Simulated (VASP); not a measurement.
# Cs (I4/mmm) in VASP: further runs

Runs on Cs. Level: LDA. Tasks: single point.

Everything below comes from runs of VASP 6.6.1. Logs are shortened: lines on timing, memory, paths and dates and some standing lists are left out, and cuts for length are marked.

### 1 Starting point

Symmetry: I4/mmm, No. 139, tetragonal system. Conventional cell: a = 5.500 Å, b = 5.500 Å, c = 8.194 Å, α = 90.00°, β = 90.00°, γ = 90.00°.

This isn't the form of Cs at room conditions, which is bcc.

### 2 Single point, LDA

INCAR

```
PREC     = Accurate       # precision mode
ENCUT    = 520            # plane-wave cutoff, eV
EDIFF    = 1E-7           # SCF threshold, eV
ISMEAR   = 0              # smearing method
SIGMA    = 0.15           # smearing width, eV
LREAL    = F              # projectors in reciprocal space
LASPH    = T              # aspherical terms in the spheres
NELM     = 100            # most SCF steps
ALGO     = Fast           # electronic algorithm
ISIF     = 2              # what is computed and relaxed
LWAVE    = F              # write WAVECAR
LCHARG   = F              # write CHGCAR
NBANDS   = 10             # bands
```

KPOINTS

```
Automatic mesh
0
Gamma
  14 14 14
```

POSCAR

```
Cs
1.0
   -2.7500754600      2.7500754600      4.0972389800
    2.7500754600     -2.7500754600      4.0972389800
    2.7500754600      2.7500754600     -4.0972389800
Cs
1
Direct
    0.0000000000      0.0000000000      0.0000000000
```

Potentials or basis: VASP PAW LDA potentials, release 64 (Cs_sv).

On the command line:

```console
$ cat potpaw_LDA.64/Cs_sv/POTCAR > POTCAR
$ mpirun -np 1 vasp_std > vasp.out
```

OUTCAR:

```text
PREC = Accurate
   ENCUT = 520
   EDIFF = 1E-7
   ISMEAR = 0
   LREAL = F
   LASPH = T
   NELM = 100
   ISIF = 2

 ion  position               nearest neighbor table
   1  0.000  0.000  0.000-

  LATTYP: Found a body centered tetragonal cell.
 ALAT       =     5.5001509200
 C/A-ratio  =     1.4898642018

  Lattice vectors:

 A1 = (  -2.7500754600,   2.7500754600,   4.0972389800)
 A2 = (   2.7500754600,  -2.7500754600,   4.0972389800)
 A3 = (   2.7500754600,   2.7500754600,  -4.0972389800)

Analysis of symmetry for initial positions (statically):
=====================================================================
 Subroutine PRICEL returns:
 Original cell was already a primitive cell.

 Routine SETGRP: Setting up the symmetry group for a
 body centered tetragonal supercell.

 Subroutine GETGRP returns: Found 16 space group operations
 (whereof 16 operations were pure point group operations)
 out of a pool of 16 trial point group operations.

The static configuration has the point symmetry D_4h.

Analysis of symmetry for dynamics (positions and initial velocities):
=====================================================================
 Subroutine PRICEL returns:
 Original cell was already a primitive cell.

 Routine SETGRP: Setting up the symmetry group for a
 body centered tetragonal supercell.

 Subroutine GETGRP returns: Found 16 space group operations
 (whereof 16 operations were pure point group operations)
 out of a pool of 16 trial point group operations.

The dynamic configuration has the point symmetry D_4h.

 Subroutine INISYM returns: Found 16 space group operations
 (whereof 16 operations are pure point group operations),
 and found     1 'primitive' translations

----------------------------------------------------------------------------------------

                                     Primitive cell

  volume of cell :     123.9483

  direct lattice vectors                    reciprocal lattice vectors
    -2.750075460  2.750075460  4.097238980     0.000000000  0.181813193  0.122033399
     2.750075460 -2.750075460  4.097238980     0.181813193  0.000000000  0.122033399
     2.750075460  2.750075460 -4.097238980     0.181813193  0.181813193  0.000000000

  length of vectors
     5.649176695  5.649176695  5.649176695     0.218970746  0.218970746  0.257122683

  position of ions in fractional coordinates (direct lattice)
     0.000000000  0.000000000  0.000000000

  ion indices of the primitive-cell ions
   primitive index   ion index
                 1           1

----------------------------------------------------------------------------------------

 KPOINTS: Automatic mesh

Automatic generation of k-mesh.
 Grid dimensions read from file:
 generate k-points for:   14   14   14

 Generating k-lattice:

  Cartesian coordinates                     Fractional coordinates (reciprocal lattice)
     0.000000000  0.012986657  0.008716671     0.071428571  0.000000000  0.000000000
     0.012986657  0.000000000  0.008716671     0.000000000  0.071428571  0.000000000
     0.012986657  0.012986657  0.000000000     0.000000000  0.000000000  0.071428571

  Length of vectors
     0.015640768  0.015640768  0.018365906

  Shift w.r.t. Gamma in fractional coordinates (k-lattice)
     0.000000000  0.000000000  0.000000000

 Subroutine IBZKPT returns following result:
 ===========================================

 Found    244 irreducible k-points:

 Following reciprocal coordinates:
            Coordinates               Weight
  0.000000  0.000000  0.000000      1.000000
  0.071429 -0.000000  0.000000      8.000000
  0.142857 -0.000000  0.000000      8.000000
  0.214286 -0.000000  0.000000      8.000000
  0.285714 -0.000000  0.000000      8.000000
  0.357143 -0.000000  0.000000      8.000000
[... 16 lines left out ...]
  0.214286  0.142857  0.000000     16.000000
  0.285714  0.142857  0.000000     16.000000
 [... further k-points ...]
   k-points           NKPTS =    244   k-points in BZ     NKDIM =    244   number of bands    NBANDS=     10
   number of dos      NEDOS =    301   number of ions     NIONS =      1
   total plane-waves  NPLWV =  74088
   dimension x,y,z NGX =    42 NGY =   42 NGZ =   42
   dimension x,y,z NGXF=    84 NGYF=   84 NGZF=   84
   ions per type =               1
   NGX,Y,Z   is equivalent  to a cutoff of  12.36, 12.36, 12.36 a.u.
   NGXF,Y,Z  is equivalent  to a cutoff of  24.72, 24.72, 24.72 a.u.
 SYSTEM =  unknown system
   PREC   = accura    normal or accurate (medium, high low for compatibility)
   ISTART =      0    job   : 0-new  1-cont  2-samecut
   ICHARG =      2    charge: 1-file 2-atom 10-const
   ISPIN  =      1    spin polarized calculation?
   LNONCOLLINEAR =      F non collinear calculations
   LSORBIT =      F    spin-orbit coupling
   LASPH  =      T    aspherical Exc in radial PAW
   ENCUT  =  520.0 eV  38.22 Ry    6.18 a.u.  10.50 10.50 10.50*2*pi/ulx,y,z
   NELM   =    100;   NELMIN=  2; NELMDL= -5     # of ELM steps
   EDIFF  = 0.1E-06   stopping-criterion for ELM
   LREAL  =      F    real-space projection
   EDIFFG = 0.1E-05   stopping-criterion for IOM
   NSW    =      0    number of steps for IOM
   IBRION =     -1    ionic relax: 0-MD 1-quasi-New 2-CG
   NFREE  =      0    steps in history (QN), initial steepest desc. (CG)
   ISIF   =      2    stress and relaxation
   ISYM   =      2    0-nonsym 1-usesym 2-fastsym
   POTIM  = 0.5000    time-step for ionic-motion
   TEBEG  =    0.0;   TEEND  =   0.0 temperature during run
   PSTRESS=    0.0 pullay stress
   NELECT =       9.0000    total number of electrons
   NUPDOWN=      -1.0000    fix difference up-down
   EMIN   =  10.00;   EMAX   =-10.00  energy-range for DOS
   EFERMI =   0.00;   METHOD = LEGACY
   ISMEAR =     0;   SIGMA  =   0.15  broadening in eV -4-tet -1-fermi 0-gaus
   EFERMI_NEDOS =   21; number of points for ismear=-14 and -15
   IALGO  =     68    algorithm
   IMIX   =      4    mixing-type and parameters
     AMIX     =   0.40;   BMIX     =  1.00
     AMIX_MAG =   1.60;   BMIX_MAG =  1.00
  volume/ion in A,a.u.               =     123.95       836.44
  Fermi-wavevector in a.u.,A,eV,Ry     =   0.682981  1.290648  6.346621  0.466463
  Thomas-Fermi vector in A             =   1.762213
   LORBIT       =      0    0 simple, 1 ext, 2 COOP (PROOUT), +10 PAW based schemes
   GGA     = CA    functional components
   LHFCALC =     F    Hartree Fock is set to
   AEXX    =    0.0000 exact exchange contribution
   IVDW    =     0    specifies the selected vdW correction
   LEPSILON=     F    determine dielectric tensor
   LRPA    =     F    only Hartree local field effects (RPA)
 non-spin polarized calculation
 RMM-DIIS sequential band-by-band and
 Gauss-broadening in eV      SIGMA  =   0.15
  energy-cutoff  :      520.00
  volume of cell :      123.95
 maximum number of plane-waves:      3372
   NGX = 21   NGY = 21   NGZ = 21

 number of electron       9.0000001 magnetization

 Free energy of the ion-electron system (eV)
  ---------------------------------------------------
  ext. energy  EPLUGINS =         0.00000000
  ---------------------------------------------------
  free energy    TOTEN  =        -0.95821659 eV

  energy without entropy =       -0.94412163  energy(sigma->0) =       -0.95116911

 E-fermi :   0.1082     XC(G=0):  -5.3532

 val. band max:        0.1030219837   @ k =   0.5000   0.0714   0.0000
 cond. band min:       0.1168125767   @ k =  -0.2143   0.4286   0.0714
 fundamental gap:      0.0137905931
 Fermi energy:         0.1082247052

 k-point     1 :       0.0000    0.0000    0.0000
  band No.  band energies     occupation
      1     -23.7585      2.00000
      2     -10.5059      2.00000
      3     -10.5041      2.00000
      4     -10.5041      2.00000
      5      -1.4968      2.00000
      6       2.3472      0.00000
      7       2.5180      0.00000
      8       2.5180      0.00000
      9       3.2786      0.00000
     10       3.5983      0.00000

 k-point     2 :       0.0714   -0.0000    0.0000
  band No.  band energies     occupation
      1     -23.7583      2.00000
      2     -10.5102      2.00000
      3     -10.5062      2.00000
      4     -10.5046      2.00000
      5      -1.4466      2.00000
      6       2.3188      0.00000
      7       2.4725      0.00000
      8       2.5439      0.00000
      9       3.2443      0.00000
     10       3.5461      0.00000

 k-point     3 :       0.1429   -0.0000    0.0000
  band No.  band energies     occupation
      1     -23.7577      2.00000
      2     -10.5254      2.00000
      3     -10.5089      2.00000
      4     -10.5061      2.00000
      5      -1.2993      2.00000
      6       2.1276      0.00000
      7       2.4747      0.00000
      8       2.6061      0.00000
      9       3.1929      0.00000
     10       3.4398      0.00000

 k-point     4 :       0.2143   -0.0000    0.0000
  band No.  band energies     occupation
      1     -23.7569      2.00000
      2     -10.5473      2.00000
      3     -10.5127      2.00000
      4     -10.5083      2.00000
      5      -1.0649      2.00000
      6       1.8502      0.00000
      7       2.4693      0.00000
      8       2.6493      0.00000
      9       3.2381      0.00000
     10       3.3958      0.00000

 k-point     5 :       0.2857   -0.0000    0.0000
  band No.  band energies     occupation
      1     -23.7559      2.00000
      2     -10.5713      2.00000
      3     -10.5169      2.00000
      4     -10.5107      2.00000
      5      -0.7613      2.00000
      6       1.5606      0.00000
      7       2.4008      0.00000
      8       2.6144      0.00000
      9       3.4368      0.00000
     10       3.5092      0.00000

 k-point     6 :       0.3571   -0.0000    0.0000
  band No.  band energies     occupation
      1     -23.7551      2.00000
      2     -10.5926      2.00000
      3     -10.5207      2.00000
      4     -10.5129      2.00000
      5      -0.4183      2.00000
      6       1.2774      0.00000
      7       2.3136      0.00000
      8       2.5358      0.00000
      9       3.7399      0.00000
     10       3.7467      0.00000
[... 183 lines left out ...]
 k-point    21 :      -0.0714    0.0714    0.0000
  band No.  band energies     occupation
      1     -23.7582      2.00000
      2     -10.5096      2.00000
      3     -10.5077      2.00000
      4     -10.5066      2.00000
      5      -1.4276      2.00000
      6       2.3812      0.00000
      7       2.3912      0.00000
      8       2.5382      0.00000
      9       3.2656      0.00000
     10       3.4944      0.00000

 k-point    22 :       0.1429    0.1429    0.0000
  band No.  band energies     occupation
      1     -23.7566      2.00000
      2     -10.5453      2.00000
      3     -10.5206      2.00000
      4     -10.5105      2.00000
      5      -0.9934      2.00000
      6       1.8561      0.00000
      7       2.3776      0.00000
      8       2.7142      0.00000
      9       2.9093      0.00000
     10       3.6121      0.00000

 k-point    23 :       0.2143    0.1429    0.0000
  band No.  band energies     occupation
      1     -23.7558      2.00000
      2     -10.5626      2.00000
      3     -10.5275      2.00000
      4     -10.5139      2.00000
      5      -0.7179      2.00000
      6       1.6610      0.00000
      7       2.2029      0.00000
      8       2.6962      0.00000
      9       2.9884      0.00000
     10       3.8275      0.00000

 k-point    24 :       0.2857    0.1429    0.0000
  band No.  band energies     occupation
      1     -23.7549      2.00000
      2     -10.5811      2.00000
      3     -10.5319      2.00000
      4     -10.5178      2.00000
      5      -0.3871      2.00000
      6       1.4167      0.00000
      7       2.0865      0.00000
      8       2.5684      0.00000
      9       3.2800      0.00000
     10       4.0896      0.00000

 [... further k-points ...]

------------------------ aborting loop because EDIFF is reached ----------------------------------------

  FORCE on cell =-STRESS in cart. coord.  units (eV):
  Direction    XX          YY          ZZ          XY          YZ          ZX
  --------------------------------------------------------------------------------------
  -------------------------------------------------------------------------------------
  Total       -0.3117153     -0.3117153     -0.3369296      0.0000000      0.0000000      0.0000000
  in kB       -4.0292867     -4.0292867     -4.3552118      0.0000000      0.0000000      0.0000000
  external PRESSURE =      -4.1379284 kB  Pullay stress =       0.0000000 kB

 VOLUME and BASIS-vectors are now :
 -----------------------------------------------------------------------------
  energy-cutoff  :      520.00
  volume of cell :      123.95
      direct lattice vectors                 reciprocal lattice vectors
    -2.750075460  2.750075460  4.097238980     0.000000000  0.181813193  0.122033399
     2.750075460 -2.750075460  4.097238980     0.181813193  0.000000000  0.122033399
     2.750075460  2.750075460 -4.097238980     0.181813193  0.181813193  0.000000000

 POSITION                                       TOTAL-FORCE (eV/Angst)
 -----------------------------------------------------------------------------------
      0.00000      0.00000      0.00000        -0.000000      0.000000      0.000000
 -----------------------------------------------------------------------------------
    total drift:                               -0.000000      0.000000      0.000000

  FREE ENERGIE OF THE ION-ELECTRON SYSTEM (eV)
  ---------------------------------------------------
  free  energy   TOTEN  =        -0.9582165858 eV

  energy  without entropy=       -0.9441216295  energy(sigma->0) =       -0.95116911
```

It took 2.5 min on 1 thread of Intel Xeon 6975P-C (Granite Rapids), shared host; peak memory 0.41 GiB.

Results:

* Free energy: -0.9582 eV
* Pressure: -0.4 GPa
* Band gap on the k mesh: none (metal or under the smearing width)

Levels at points of the mesh, in eV from the Fermi level:
| k point | band 2 | band 3 | band 4 | band 5 | band 6 | band 7 | band 8 | band 9 |
| --- | --- | --- | --- | --- | --- | --- | --- | --- |
| (0.00, 0.00, 0.00) | -10.61 | -10.61 | -10.61 | -1.61 | 2.24 | 2.41 | 2.41 | 3.17 |
| (0.50, 0.00, 0.00) | -10.72 | -10.63 | -10.62 | -0.04 | 0.77 | 2.12 | 2.34 | 4.03 |
| (0.50, 0.50, 0.00) | -10.72 | -10.66 | -10.65 | 0.37 | 1.04 | 1.45 | 3.69 | 3.77 |
| (0.50, 0.50, 0.50) | -10.71 | -10.65 | -10.65 | 0.25 | 1.12 | 1.20 | 3.82 | 3.97 |

### 3 Single point, LDA

INCAR

```
SYSTEM = Cs
PREC = Accurate
ENCUT = 520
EDIFF = 1E-7
ISMEAR = 0
SIGMA = 0.15
LREAL = .FALSE.
LASPH = .TRUE.
NELM = 100
ALGO = Fast
ISIF = 2
LWAVE = .FALSE.
LCHARG = .FALSE.
NBANDS = 10
```

KPOINTS

```
regular mesh
0
G
  12 12 12
  0 0 0
```

POSCAR is that of step 2.

Potentials or basis: VASP PAW LDA potentials, release 64 (Cs_sv).

On the command line:

```console
$ cat potpaw_LDA.64/Cs_sv/POTCAR > POTCAR
$ mpirun -np 1 vasp_std > vasp.out
```

Wall time 91 s (1 thread of Intel Xeon 6975P-C (Granite Rapids), shared host); peak memory 0.33 GiB.

Results (log left out):

| Quantity | Value |
| --- | --- |
| Free energy | -0.9582 eV |
| Pressure | -0.4 GPa |
| Band gap on the k mesh | none (metal or under the smearing width) |

Levels at points of the mesh, in eV from the Fermi level:
| k point | band 1 | band 2 | band 3 | band 4 | band 5 | band 6 | band 7 | band 8 | band 9 | band 10 |
| --- | --- | --- | --- | --- | --- | --- | --- | --- | --- | --- |
| (0.00, 0.00, 0.00) | -23.86 | -10.61 | -10.61 | -10.61 | -1.60 | 2.24 | 2.41 | 2.41 | 3.17 | 3.49 |
| (0.50, 0.00, 0.00) | -23.86 | -10.72 | -10.63 | -10.62 | -0.03 | 0.78 | 2.12 | 2.34 | 4.02 | 4.05 |
| (0.50, 0.50, 0.00) | -23.86 | -10.71 | -10.66 | -10.65 | 0.37 | 1.05 | 1.46 | 3.69 | 3.78 | 4.17 |
| (0.50, 0.50, 0.50) | -23.86 | -10.71 | -10.64 | -10.64 | 0.25 | 1.12 | 1.20 | 3.83 | 3.97 | 3.97 |
